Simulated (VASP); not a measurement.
Wanted: the native input for a VASP 6.6.1 run.

```yaml
Task: band structure
Functional: PBE
Dispersion: D3(BJ)
Potentials_or_basis: VASP PAW PBE potentials, release 64 (Se, Zr_sv)
Cutoff: 520 eV
k_mesh: 6 × 6 × 1
Occupations: gaussian, width 0.03 eV
Spin: no spin polarisation
Dipole_correction: yes
Further_INCAR_settings: ALGO = Normal; EDIFF = 1e-06; NBANDS = 33
```

The structure of ZrSe2 lies in POSCAR:

```
ZrSe2                                   
1.0
    3.7482233144      0.0000000000      0.0000000000
   -1.8741116572      3.2460566059      0.0000000000
    0.0000000000      0.0000000000     27.2880000000
  Se              Zr            
     4     2
Direct
     0.6666666699999979    0.3333333300000021    0.3304647088641161
     0.3333333300000021    0.6666666699999979    0.4474856018508822
     0.6666666699999979    0.3333333300000021    0.5525143981491178
     0.3333333300000021    0.6666666699999979    0.6695352911358839
     1.0000000000000000    0.0000000000000000    0.3890422945516318
     1.0000000000000000    0.0000000000000000    0.6109577054483681
```

The input as run:

INCAR

```
SYSTEM = ZrSe2
PREC = Accurate
ENCUT = 520
EDIFF = 1E-6
ISMEAR = 0
SIGMA = 0.03
LREAL = .FALSE.
LASPH = .TRUE.
NELM = 80
ALGO = Normal
ISIF = 2
LWAVE = .FALSE.
LCHARG = .FALSE.
LMAXMIX = 4
LDIPOL = .TRUE.
IDIPOL = 3
DIPOL = 0.5 0.5 0.500
GGA = PE
IVDW = 12
NBANDS = 33
LVHAR = .TRUE.
LVACPOTAV = .TRUE.
KPAR = 4
```

KPOINTS

```
regular mesh
0
G
  6 6 1
  0 0 0
```

KPOINTS_OPT

```
explicit points
3
Reciprocal
 0.0000000000  0.0000000000  0.0000000000 1
 0.5000000000  0.0000000000  0.0000000000 1
 0.3333333300  0.3333333300  0.0000000000 1
```

Potentials or basis: VASP PAW PBE potentials, release 64 (Se, Zr_sv).

The run is started by

```console
$ cat potpaw_PBE.64/Se/POTCAR potpaw_PBE.64/Zr_sv/POTCAR > POTCAR
$ mpirun -np 4 vasp_std > vasp.out
```

Results of the run:

```json
{"Largest force": "0.019 eV/Å", "Band gap on the k mesh": "0.26 eV, indirect (least direct gap 1.04 eV)", "Band gap along the path": "0.26 eV, indirect (least direct gap 1.04 eV)", "Dispersion energy per atom": "-0.335 eV", "Ionisation potential of the upper face": "5.49 eV"}
```

Run time: 35 s on 4 MPI ranks on Intel(R) Xeon(R) 6975P-C (Granite Rapids), with other jobs on the host, peak memory 0.51 GiB a rank.
